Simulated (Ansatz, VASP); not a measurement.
## One calculation of Cu, two programs

The input INCAR:

```
ALGO = Normal
EDIFF = 1E-7
ENCUT = 520
GGA = PE
ISIF = 2
ISMEAR = -1
LASPH = T
LCHARG = T
LELF = T
LREAL = F
LVHAR = T
LWAVE = F
NBANDS = 12
NELM = 80
PREC = Accurate
SIGMA = 0.08
```

The input KPOINTS:

```
k-points
0
Gamma
  19 19 19
```

Contents of POSCAR:

```
Cu
1.0
   -0.0180750000      1.7984625000      1.7984625000
    1.7984625000     -0.0180750000      1.7984625000
    1.7984625000      1.7984625000     -0.0180750000
Cu
1
Direct
    0.0000000000      0.0000000000      0.0000000000
```

Input for Ansatz:

```yaml
crystal:
  lattice:
    - [-0.018075, 1.7984625, 1.7984625]
    - [1.7984625, -0.018075, 1.7984625]
    - [1.7984625, 1.7984625, -0.018075]
  atoms:
    - { symbol: Cu, position: [0.0, 0.0, 0.0] }
kpoints:
  mp_grid: { grid: [19, 19, 19] }
  band_path:
    path:
      - [0.0, 0.0, 0.0]
      - [0.5, 0.5, 0.5]
      - [0.2525443832, 0.5, 0.7474556168]
      - [-0.2525443832, 0.2525443832, 0.5]
      - [0.0, 0.0, 0.5]
      - [0.0, 0.0, 0.0]
      - [-0.3762721916, 0.0, 0.3762721916]
      - [0.0, 0.3762721916, 0.6237278084]
      - [0.0, 0.5, 0.5]
    npoints: 5
scf:
  occupations: { method: fermi_dirac, width: 0.08 }
hamiltonian:
  xc: pbe
  pseudopotentials: { kind: all_electron, lapw: { basis_error: 0.00025 } }
output:
  forces: true
  stress: true
  eigenvalues: true
```

Change from the starting cell: equal xy, yz and zx shear strains of -1 %.

Alike in both runs: task single point; functional PBE; k mesh 19 × 19 × 19; occupations fermi-dirac, width 0.08 eV; no spin polarisation.

|  | VASP | Ansatz |
| --- | --- | --- |
| version | VASP 6.6.1 | Ansatz 0.2.0 |
| potentials or method | VASP PAW PBE potentials, release 64 (Cu) | all-electron LAPW, scalar-relativistic |
| plane-wave cutoff (eV) | 520 | see its input |

|  | VASP | Ansatz | Ansatz less VASP |
| --- | --- | --- | --- |
| pressure (GPa) | 2.3 | 1.7 | -0.56 |
| largest component of the traceless stress (GPa) | 0.73 | 0.74 | +0.011 |

Ansatz ran all-electron here, so the differences hold the error of VASP's frozen core and of both bases.
